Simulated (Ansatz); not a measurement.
# C: the cost of one run

Computed with Ansatz 0.2.0 (DFT PBE, scalar-relativistic, plane waves, PAW, unless a step's input says otherwise).

A COD entry behind a cell of this session may itself be a prediction, so a difference from it is no test against experiment.

15 further runs of the same task are left out: 15 set aside as unsound or not needed. Runs told in other sessions of the task aren't counted.

### 1 Starting point

The structure is hexagonal, space group P6_3/mmc (No. 194). The conventional cell has a = 2.521 Å, b = 2.521 Å, c = 12.429 Å, α = 90.00°, β = 90.00°, γ = 120.00°. C (site symmetry 3m) is surrounded by 4 C at 1.55 to 1.57 Å. C (site symmetry 3m) is surrounded by 4 C at 1.54 to 1.55 Å. C (site symmetry 3m) has 4 C at 1.55 Å in its first shell of neighbours.

Structure file:

```
CELL_PARAMETERS angstrom
2.52055 0.00000 0.00000
-1.26027 2.18286 0.00000
0.00000 0.00000 12.42911
ATOMIC_POSITIONS crystal
C 0.00000 0.00000 0.18686
C 0.00000 0.00000 0.68686
C 0.00000 0.00000 0.31314
C 0.00000 0.00000 0.81314
C 0.33333 0.66667 0.52077
C 0.66667 0.33333 0.02077
C 0.33333 0.66667 0.97923
C 0.66667 0.33333 0.47923
C 0.33333 0.66667 0.64510
C 0.66667 0.33333 0.14510
C 0.33333 0.66667 0.85490
C 0.66667 0.33333 0.35490
```

It is the result of an earlier relaxation at this level (volume 5.70 Å³/atom; gap on the mesh: 4.44 eV).

### 2 Plan of the line

The energy is mapped over two homogeneous strains (x along [1 0 0], y along [1 2 0], z along [0 0 1] of the conventional cell).

- equal engineering shear yz, xz and xy: 7 values from −11.0 to 11.0 %
- equal normal strain along x, y and z: 7 values from −3 to 3 %

Nothing else is relaxed (fractional coordinates fixed). Energies count from the relaxed crystal. Points are written as (first, second).

### 3 The run at (−11.0 %, −1 %)

input.yaml reads:

```yaml
crystal:
  lattice:
    - [2.4953402903, -0.1386300161, -0.1386300161]
    - [-1.3677272609, 2.2303430906, -0.0507421076]
    - [-0.6836011873, -0.6836011873, 12.3048213715]
  atoms:
    - { symbol: C, position: [0.0, 0.0, 0.1868593266] }
    - { symbol: C, position: [0.0, 0.0, 0.6868593266] }
    - { symbol: C, position: [0.0, 0.0, 0.3131406734] }
    - { symbol: C, position: [0.0, 0.0, 0.8131406734] }
    - { symbol: C, position: [0.3333333333, 0.6666666667, 0.5207665411] }
    - { symbol: C, position: [0.6666666667, 0.3333333333, 0.0207665411] }
    - { symbol: C, position: [0.3333333333, 0.6666666667, 0.9792334589] }
    - { symbol: C, position: [0.6666666667, 0.3333333333, 0.4792334589] }
    - { symbol: C, position: [0.3333333333, 0.6666666667, 0.6450950823] }
    - { symbol: C, position: [0.6666666667, 0.3333333333, 0.1450950823] }
    - { symbol: C, position: [0.3333333333, 0.6666666667, 0.8549049177] }
    - { symbol: C, position: [0.6666666667, 0.3333333333, 0.3549049177] }
basis:
  ecutwfc: 520.0
kpoints:
  mp_grid: { grid: [12, 12, 2] }
hamiltonian:
  xc: pbe
  pseudopotentials: { kind: paw, azcp: { folder: soft_1 } }
scf:
  occupations: { method: gaussian, width: 0.05 }
output:
  forces: true
  stress: true
  eigenvalues: true
```

Command:

```
$ ansatz run input.yaml --threads 2 --pin off --max-ram 4096MiB --backend cpu --events-out ev --progress --plain --runs-dir out
```

**Question.** How long does this run take on 2 threads of Arm Neoverse N1, shared host, and how much memory does it need?

About 25 s, with a peak of 0.58 GiB.
